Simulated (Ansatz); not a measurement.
## InAs: single point with PBE

**What was measured.**

From a printed reference work, data compilation, for a bulk crystal of InAs at 4.2 K: band gap 0.418 eV (direct).

The system is InAs.

```
In As
1.0
     0.00000    3.01800    3.01800
     3.01800    0.00000    3.01800
     3.01800    3.01800    0.00000
In As
1 1
Cartesian
  0.0000 0.0000 0.0000
  4.5270 4.5270 4.5270
```

```
Program             : Ansatz 0.2.0
Task                : single point
Functional          : PBE
Potentials or basis : all-electron LAPW, scalar-relativistic
Cutoff              : 283 eV (chosen from the basis error)
Basis error allowed : 0.001 eV/atom
k mesh              : 8 × 8 × 8
Occupations         : gaussian, width 0.028 eV
Spin                : no spin polarisation
```

```yaml
Pressure: 4.3 GPa
Band_gap_on_the_k_mesh: none (metal or under the smearing width)
```

Levels at points of the mesh, in eV from the Fermi level:
| k point | band 18 | band 19 | band 20 | band 21 | band 22 | band 23 | band 24 | band 25 | band 26 | band 27 |
| --- | --- | --- | --- | --- | --- | --- | --- | --- | --- | --- |
| (0.00, 0.00, 0.00) | -14.28 | -11.91 | -0.18 | -0.01 | -0.01 | -0.01 | 3.91 | 3.91 | 3.91 | 7.53 |
| (0.00, 0.00, -0.50) | -14.27 | -10.42 | -5.79 | -1.00 | -1.00 | 0.96 | 4.68 | 4.68 | 6.86 | 9.06 |
| (0.00, -0.50, -0.50) | -14.26 | -9.88 | -5.86 | -2.34 | -2.34 | 1.54 | 2.06 | 9.21 | 9.31 | 9.31 |

Run time: 28 s on 1 thread of Intel(R) Xeon(R) Processor @ 2.50GHz (Skylake/Cascade Lake) (shared host), peak memory 0.32 GiB.

Against the measured gap of InAs, 0.418 eV (direct; 4.2 K; a printed reference work, data compilation), the calculated 0.00 eV is off by -0.42 eV. Spin-orbit coupling on As, In is left out. The value is that of PBE on a finite k mesh, which can miss the band edges, without temperature or zero-point motion. Semilocal functionals fall short of measured gaps as a rule.

Caveat: this crystal is a semiconductor, whose small gap the functional closes, so the metal is an error of the method.
